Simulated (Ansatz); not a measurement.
## CaS (rocksalt structure): a workflow

**What was measured.** A cell as deposited of cubic CaS (space group Fm-3m), temperature not stated, from the Crystallography Open Database (1963), has a = 5.690 Å and 23.03 Å³/atom.

Method: PBE, scalar-relativistic; no spin polarisation; PAW, 420 eV, Γ-centred 10×10×10 mesh, 0.05 eV Gaussian smearing; code Ansatz. The datasets are Ansatz's generated set soft_2.

The start was a prototype's sites filled with these elements; the Crystallography Open Database holds the compound in this structure.

The start, 1 % over the database's volume:

```cif
data_structure
_symmetry_space_group_name_H-M 'P 1'
_symmetry_Int_Tables_number 1
_cell_length_a 4.0340
_cell_length_b 4.0340
_cell_length_c 4.0340
_cell_angle_alpha 60.000
_cell_angle_beta 60.000
_cell_angle_gamma 60.000
_cell_volume 46.42
loop_
_atom_site_label
_atom_site_type_symbol
_atom_site_fract_x
_atom_site_fract_y
_atom_site_fract_z
_atom_site_occupancy
Ca1 Ca 0.50000 0.50000 0.50000 1
S1 S 0.00000 0.00000 0.00000 1
```

The steps in volume:

| run | level | k-mesh | kind | V (Å³/atom) | P (GPa) | E − E(final) (meV/atom) | gap on the mesh (eV) |
| --- | --- | --- | --- | --- | --- | --- | --- |
| 1 | PBE | 10×10×10 | fixed cell | 23.21 | 0.2 | 0.1 | 2.37 |
| 2 | PBE | 10×10×10 | fixed cell | 23.30 | 0.0 | 0.0 | 2.38 |

Cell and atoms are those of this level's equilibrium.

The final structure (symmetry read at 0.01 Å). It takes space group Fm-3m (No. 225, cubic). Conventional cell: a = 5.712 Å, b = 5.712 Å, c = 5.712 Å, α = 90.00°, β = 90.00°, γ = 90.00°. Around Ca (site symmetry m-3m) lie 6 S at 2.86 Å. S (site symmetry m-3m) has 6 Ca at 2.86 Å as nearest neighbours. (Shells end 15 % past the nearest neighbour.)

```csv
atom,site,symmetry,x,y,z
Ca,4b,m-3m,0.5000,0.0000,0.0000
S,4a,m-3m,0.0000,0.0000,0.0000
```

At the final geometry the gap, band path included, is 2.38 eV. The equation of state gives B0 = 57 GPa and B0′ = 4.1. The elastic tensor is positive definite (smallest eigenvalue 34 GPa). Against the elements' standard states, run alike and uncorrected, the formation energy is -2.17 eV/atom. 

**What lies behind the numbers.**

Bader charges against formal ones: Ca +1.47 (+2), S −1.47 (−2). The cations give up 74 % of the formal charge; Bader charges stay under formal ones because the anions' density reaches into the cations' basins.

**Against experiment.** PBE gives 5.712 Å and 23.30 Å³/atom, +1.2 % in volume (+0.4 % in length) from the database's cell. PBE usually overestimates volumes by a few per cent. The static lattice also lacks zero-point motion and thermal expansion, roughly 0.9 to 2.3 % in volume at 300 K (room temperature assumed) by Grüneisen's rule, γ·3k_BT/(B0·V0) with γ of 1 to 2.5, so its own overestimate is larger than the figure.

Semilocal functionals underestimate band gaps, commonly by a third or more.
